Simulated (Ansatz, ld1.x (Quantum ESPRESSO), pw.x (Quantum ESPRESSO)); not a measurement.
## pw.x on bcc P: one setting changed

Potential: norm-conserving Troullier–Martins (Kleinman–Bylander form), ld1.x (Quantum ESPRESSO) 7.5, PBE; core [Ne], reference 3s2 3p3; waves: 3s (bound): rc 1.25 bohr; 3p (bound): rc 2.05 bohr; 3d channel at -0.15 Ry: rc 1.60 bohr; local part: all-electron potential smoothed inside 1.75 bohr (lloc = -1); core correction: none.

The reference run (k-mesh 15³, cutoffs 120/480 Ry, Fermi–Dirac 0.01 Ry, mixing_beta 0.4, conv_thr 1e-9, no spin) gives -0.90 GPa at 14.308 Å³/atom, where all-electron LAPW gives -0.58 GPa. This run, with its own iteration cap, changes smearing to mp.

```
&control
  calculation='scf', prefix='x', pseudo_dir='./', outdir='./tmp', tstress=.true., disk_io='none'
/
&system
  ibrav=0, nat=1, ntyp=1, ecutwfc=120, ecutrho=480, nbnd=9,
  occupations='smearing', smearing='mp', degauss=0.01
/
&electrons
  conv_thr=1e-09, mixing_beta=0.4, electron_maxstep=50
/
ATOMIC_SPECIES
P 1.0 P.UPF
CELL_PARAMETERS angstrom
  -1.52934798 1.52934798 1.52934798
  1.52934798 -1.52934798 1.52934798
  1.52934798 1.52934798 -1.52934798
ATOMIC_POSITIONS crystal
P 0.0000 0.0000 0.0000
K_POINTS automatic
15 15 15 0 0 0
```

```bash
pw.x < P.scf.in > P.scf.out
```

Task: How does the run end?

Result: It converges in 6 iterations; the free energy moves by +15.9 meV/atom and the pressure by -0.26 GPa. This scheme is built to cancel the term in the square of the width that Fermi–Dirac smearing leaves in the F of a metal.

```
Message from routine setup:
     using ibrav=0 with symmetry is DISCOURAGED, use correct ibrav instead
     lattice parameter (alat)  =       5.0057  a.u.
     unit-cell volume          =      96.5552 (a.u.)^3
     number of electrons       =         5.00
     number of Kohn-Sham states=            9
     kinetic-energy cutoff     =     120.0000  Ry
     charge density cutoff     =     480.0000  Ry
     scf convergence threshold =      1.0E-09
     Exchange-correlation= PBE
     number of k points=   120  Methfessel-Paxton smearing, width (Ry)=  0.0100
     iteration #  1     ecut=   120.00 Ry     beta= 0.40
     total energy              =     -13.14924266 Ry
     estimated scf accuracy    <       0.00207683 Ry
     iteration #  2     ecut=   120.00 Ry     beta= 0.40
     total energy              =     -13.14920648 Ry
     estimated scf accuracy    <       0.00063498 Ry
     iteration #  3     ecut=   120.00 Ry     beta= 0.40
     total energy              =     -13.14924058 Ry
     estimated scf accuracy    <       0.00000863 Ry
     iteration #  4     ecut=   120.00 Ry     beta= 0.40
     total energy              =     -13.14924125 Ry
     estimated scf accuracy    <       0.00000001 Ry
     iteration #  5     ecut=   120.00 Ry     beta= 0.40
     total energy              =     -13.14924128 Ry
     estimated scf accuracy    <          3.3E-09 Ry
     iteration #  6     ecut=   120.00 Ry     beta= 0.40
     the Fermi energy is    11.2294 ev
!    total energy              =     -13.14924129 Ry
     estimated scf accuracy    <          5.8E-10 Ry
     smearing contrib. (-TS)   =      -0.00003687 Ry
     The total energy is F=E-TS. E is the sum of the following terms:
     one-electron contribution =       5.74562434 Ry
     hartree contribution      =       0.21011437 Ry
     xc contribution           =      -3.36457997 Ry
     ewald contribution        =     -15.74036315 Ry
     convergence has been achieved in   6 iterations
          total   stress  (Ry/bohr**3)                   (kbar)     P=      -11.64
     Message from routine punch:
     Nothing written, as per user request (disk_io='none')
```

The run took about 21 s on one core of a shared server CPU.
